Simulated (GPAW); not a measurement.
# Ge (Cmcm) in GPAW: relaxation of cell and atoms with PBEsol

Aim: the relaxation of cell and atoms of Ge with PBEsol.

Program: GPAW 26.7.0. These are calculated values, not measurements. Logs are shortened: lines on timing, memory, paths and dates and some standing lists are left out, and cuts for length are marked. The log counts tension as positive stress, the text compression.

## Step 1: Starting point

The structure is orthorhombic, space group Cmcm (No. 63). Conventional cell: a = 2.976 Å, b = 5.189 Å, c = 4.728 Å, α = 90.00°, β = 90.00°, γ = 90.00°. Ge (site symmetry m2m) is surrounded by 12 Ge at 2.92 to 2.99 Å.

This isn't the form of Ge at room conditions, which is diamond.

## Step 2: Relaxation of cell and atoms, PBEsol, target pressure 30 GPa, at which the enthalpy is minimised

run.py

```python
from ase import Atoms
from ase.filters import FrechetCellFilter
from ase.io import write
from ase.optimize import BFGS
from ase.units import GPa
from gpaw import GPAW, PW, setup_paths

setup_paths.insert(0, '.')

atoms = Atoms(['Ge', 'Ge'],
              cell=[[1.488052925, -2.59468961, 0.0],
                    [1.488052925, 2.59468961, 0.0],
                    [0.0, 0.0, 4.72759579]],
              scaled_positions=[[0.33344663, 0.66655337, 0.25],
                                [0.66655337, 0.33344663, 0.75]],
              pbc=True)

calc = GPAW(mode=PW(600),
            xc='PBEsol',
            kpts={'size': (9, 9, 5), 'gamma': True},
            occupations={'name': 'fermi-dirac', 'width': 0.05},
            nbands=11,
            convergence={'density': 1e-05, 'forces': 0.0001},
            maxiter=150,
            txt='gpaw.txt')
atoms.calc = calc
opt = BFGS(FrechetCellFilter(atoms, scalar_pressure=30 * GPa), trajectory='relax.traj', logfile='-')
done = opt.run(fmax=0.02, steps=60)
calc.write('gs.gpw')
write('result.traj', atoms)
print('Converged:', done)
print('Cell:', atoms.cell.cellpar().round(4))
print('Volume:', round(atoms.get_volume(), 4))
print(atoms.get_scaled_positions().round(5))
```

Potentials or basis: PAW data sets generated in the run's folder for this functional, pw.

Command:

```bash
gpaw-setup -f PBEsol Ge
OMP_NUM_THREADS=1 python run.py
```

gpaw.txt:

```text
__  _  _
 | _ |_)|_||  |
 |__||  | ||/\| - 26.7.0

Input parameters:
  mode=PW(ecut=600.0),
  convergence={'density': 1e-05, 'forces': 0.0001},
  kpts=MonkhorstPack(size=(9, 9, 5), gamma=True),
  maxiter=150,
  nbands=11,
  occupations=Occupations(name='fermi-dirac', width=0.05),
  xc=XC(name='PBEsol')

Diagonalizing LCAO Hamiltonian
Converting LCAO to pw mode

       Ge

         Ge

Atoms  # Å, Bohr magnetons
|   | symbol |        x |         y |        z |    initial magnetic moments |
|---|--------|----------|-----------|----------|-----------------------------|
| 0 |     Ge | 1.488053 |  0.864309 | 1.181899 | ( 0.0000,  0.0000,  0.0000) |
| 1 |     Ge | 1.488053 | -0.864309 | 3.545697 | ( 0.0000,  0.0000,  0.0000) |

Unit cell  # Å
| periodic |        x |         y |        z |  lengths |     angles |
|----------|----------|-----------|----------|----------|------------|
|      yes | 1.488053 | -2.594690 | 0.000000 | 2.991106 |  90.000000 |
|      yes | 1.488053 |  2.594690 | 0.000000 | 2.991106 |  90.000000 |
|      yes | 0.000000 |  0.000000 | 4.727596 | 4.727596 | 120.331510 |

Number of symmetries: 4
Symmetry operations  # r_c * U_cc + t_c -> r_c
|   | kind |            matrix            |
|---|------|------------------------------|
| 0 |  E   |  1, 0, 0,  0, 1, 0,  0, 0, 1 |
| 1 |  C2  |  0, 1, 0,  1, 0, 0,  0, 0,-1 |
| 2 |  σ   |  0,-1, 0, -1, 0, 0,  0, 0, 1 |
| 3 |  i   | -1, 0, 0,  0,-1, 0,  0, 0,-1 |
[... 155 lines left out ...]
No gap
No difference between direct/indirect transitions

Stress tensor  # eV/Ang^3
|        x |         y |         z |
|----------|-----------|-----------|
| 0.005404 |  0.000000 |  0.000000 |
| 0.000000 |  0.009463 | -0.000000 |
| 0.000000 | -0.000000 | -0.003839 |

Forces  # eV/Ang
|       x |        y |        z |
|---------|----------|----------|
| 0.00000 | -0.00278 |  0.00000 |  # Ge   0
| 0.00000 |  0.00278 | -0.00000 |  # Ge   1
[... 7 lines left out ...]
Atoms  # Å, Bohr magnetons
|   | symbol |        x |         y |        z |    initial magnetic moments |
|---|--------|----------|-----------|----------|-----------------------------|
| 0 |     Ge | 1.451142 |  0.842385 | 1.153972 | ( 0.0000,  0.0000,  0.0000) |
| 1 |     Ge | 1.451142 | -0.842385 | 3.461915 | ( 0.0000,  0.0000,  0.0000) |

Unit cell  # Å
| periodic |        x |         y |         z |  lengths |     angles |
|----------|----------|-----------|-----------|----------|------------|
|      yes | 1.451142 | -2.528989 | -0.000000 | 2.915750 |  90.000000 |
|      yes | 1.451142 |  2.528989 |  0.000000 | 2.915750 |  90.000000 |
|      yes | 0.000000 |  0.000000 |  4.615887 | 4.615887 | 120.305335 |

Number of symmetries: 4
Symmetry operations  # r_c * U_cc + t_c -> r_c
|   | kind |            matrix            |
|---|------|------------------------------|
| 0 |  E   |  1, 0, 0,  0, 1, 0,  0, 0, 1 |
| 1 |  C2  |  0, 1, 0,  1, 0, 0,  0, 0,-1 |
| 2 |  σ   |  0,-1, 0, -1, 0, 0,  0, 0, 1 |
| 3 |  i   | -1, 0, 0,  0,-1, 0,  0, 0,-1 |
[... 306 lines left out ...]
SCF iterations
|iter     | |      energy | eigst |  dens |force |
|---------|-|-------------|-------|-------|------|
|iter:   1| |   -9.462743 | -0.31 |       |      |
|iter:   2| |   -9.366520 | -2.83 | -0.83 |      |
|iter:   3| |   -8.596203 | -2.11 | -0.85 |      |
|iter:   4| |   -8.541547 | -2.80 | -1.46 |      |
|iter:   5| |   -8.541375 | -4.19 | -2.28 |      |
|iter:   6| |   -8.541381c| -5.45 | -3.01 |      |
|iter:   7| |   -8.541382c| -7.40c| -3.83 |      |
|iter:   8| |   -8.541382c| -8.15c| -4.86 |      |
|iter:   9| |   -8.541382c| -9.21c| -5.40c|      |
|iter:  10| |   -8.541382c|-10.08c| -6.48c|-4.47c|

Converged in 10 steps
Energy contributions relative to reference atoms: (reference = -114111.519876)

Energy contributions:
  Kinetic:          53.327143
  Coulomb:         -43.861672
  Zero:             -0.020599
  External:          0.000000
  Xc:              -17.982951
  Entropy:          -0.006604
  Spinorbit:         0.000000
  ----------------------------
  Free energy:      -8.544684
  Extrapolated:     -8.541382
[... 1004 lines left out ...]
Stress tensor  # eV/Ang^3
|         x |         y |         z |
|-----------|-----------|-----------|
| -0.186971 |  0.000000 | -0.000000 |
|  0.000000 | -0.192290 |  0.000000 |
| -0.000000 |  0.000000 | -0.189912 |

Forces  # eV/Ang
|        x |        y |        z |
|----------|----------|----------|
| -0.00000 |  0.00493 | -0.00001 |  # Ge   0
|  0.00000 | -0.00493 |  0.00001 |  # Ge   1

Interpolating wave functions to new cell

       Ge
[... 329 lines left out ...]
SCF iterations
|iter     | |      energy | eigst |  dens |force |
|---------|-|-------------|-------|-------|------|
|iter:   1| |   -8.767277 | -4.87 |       |      |
|iter:   2| |   -8.767275 | -7.84c| -3.10 |      |
|iter:   3| |   -8.767265c| -6.78 | -3.12 |      |
|iter:   4| |   -8.767265c| -7.51c| -3.79 |      |
|iter:   5| |   -8.767265c| -8.17c| -4.63 |      |
|iter:   6| |   -8.767265c| -8.75c| -5.51c|      |
|iter:   7| |   -8.767265c| -9.43c| -6.04c|-4.74c|
[... 186 lines left out ...]
SCF iterations
|iter     | |      energy | eigst |  dens |force |
|---------|-|-------------|-------|-------|------|
|iter:   1| |   -8.767409 | -5.15 |       |      |
|iter:   2| |   -8.767408 | -8.25c| -3.25 |      |
|iter:   3| |   -8.767404c| -7.11 | -3.28 |      |
|iter:   4| |   -8.767404c| -8.26c| -3.97 |      |
|iter:   5| |   -8.767404c| -9.26c| -4.92 |      |
|iter:   6| |   -8.767404c|-10.17c| -5.69c|      |
|iter:   7| |   -8.767404c|-11.02c| -6.37c|-4.56c|

Converged in 7 steps
Energy contributions relative to reference atoms: (reference = -114111.519876)

Energy contributions:
  Kinetic:          46.348422
  Coulomb:         -38.216352
  Zero:             -0.019008
  External:          0.000000
  Xc:              -16.878013
  Entropy:          -0.004905
  Spinorbit:         0.000000
  ----------------------------
  Free energy:      -8.769856
  Extrapolated:     -8.767404
[... 29 lines left out ...]
Forces  # eV/Ang
|       x |        y |        z |
|---------|----------|----------|
| 0.00000 |  0.00115 | -0.00000 |  # Ge   0
| 0.00000 | -0.00115 |  0.00000 |  # Ge   1

# Writing to gs.gpw (mode='')
```

stdout:

```text
Step          Energy          fmax
BFGS:    0       -2.494474        3.590596
BFGS:    1       -2.944460        2.613507
BFGS:    2       -3.336300        0.956864
BFGS:    3       -3.364457        0.206955
BFGS:    4       -3.365315        0.112483
BFGS:    5       -3.365849        0.136195
BFGS:    6       -3.366837        0.117217
BFGS:    7       -3.367132        0.072615
BFGS:    8       -3.367264        0.027025
BFGS:    9       -3.367296        0.022531
BFGS:   10       -3.367311        0.012743
Converged: True
Cell: [  2.7422   2.7422   4.43    90.      90.     119.9894]
Volume: 28.8528
[[0.33355 0.66645 0.25   ]
 [0.66645 0.33355 0.75   ]]
```

Run time: 67 s. Hardware: 1 thread of AMD EPYC 9R45 (Zen 5), shared host; peak memory 0.25 GiB.

What came out:

* Free energy: -8.7699 eV
* Relaxed volume: 14.43 Å³/atom
* Relaxed cell: a = 2.742 Å, b = 2.742 Å, c = 4.430 Å, α = 90.00°, β = 90.00°, γ = 119.99°
* Space group after relaxing (to 0.05 Å): P6_3/mmc (No. 194)
* Energy change on relaxing (the enthalpy is what falls): +279.0 meV/atom
* Ionic steps: 11
* Pressure after relaxing: 29.9 GPa
* Band gap on the k mesh: none (metal or under the smearing width)

The path:
| step | energy change (eV) | largest force (eV/Å) | pressure (GPa) | volume (Å³) |
| --- | --- | --- | --- | --- |
| 1 | 0.0000 | 0.0028 | -0.59 | 36.51 |
| 2 | 0.0408 | 0.0039 | 6.09 | 33.88 |
| 3 | 0.7840 | 0.0067 | 38.38 | 27.82 |
| 4 | 0.5222 | 0.0052 | 28.92 | 29.06 |
| 5 | 0.5494 | 0.0040 | 29.92 | 28.91 |
| 6 | 0.5613 | 0.0021 | 30.31 | 28.85 |
| 7 | 0.5744 | 0.0030 | 30.62 | 28.77 |
| 8 | 0.5706 | 0.0049 | 30.40 | 28.79 |
| 9 | 0.5613 | 0.0034 | 30.06 | 28.84 |
| 10 | 0.5581 | 0.0022 | 29.94 | 28.85 |
| 11 | 0.5580 | 0.0012 | 29.93 | 28.85 |

Final structure:
```cif
data_structure
_symmetry_space_group_name_H-M 'P 1'
_symmetry_Int_Tables_number 1
_cell_length_a 2.7422
_cell_length_b 2.7422
_cell_length_c 4.4300
_cell_angle_alpha 90.000
_cell_angle_beta 90.000
_cell_angle_gamma 119.989
_cell_volume 28.85
loop_
_atom_site_label
_atom_site_type_symbol
_atom_site_fract_x
_atom_site_fract_y
_atom_site_fract_z
_atom_site_occupancy
Ge1 Ge 0.33355 0.66645 0.25000 1
Ge2 Ge 0.66645 0.33355 0.75000 1
```

Levels at points of the mesh, in eV from the Fermi level:
| k point | band 1 | band 2 | band 3 | band 4 | band 5 | band 6 | band 7 |
| --- | --- | --- | --- | --- | --- | --- | --- |
| (0.00, 0.00, 0.00) | -15.80 | -8.46 | -7.38 | 8.60 | 8.60 | 10.91 | 10.93 |

Caveat: later steps reuse the first step's grids; the volume moved by over 15 % at a fixed basis, so the end points are rough.
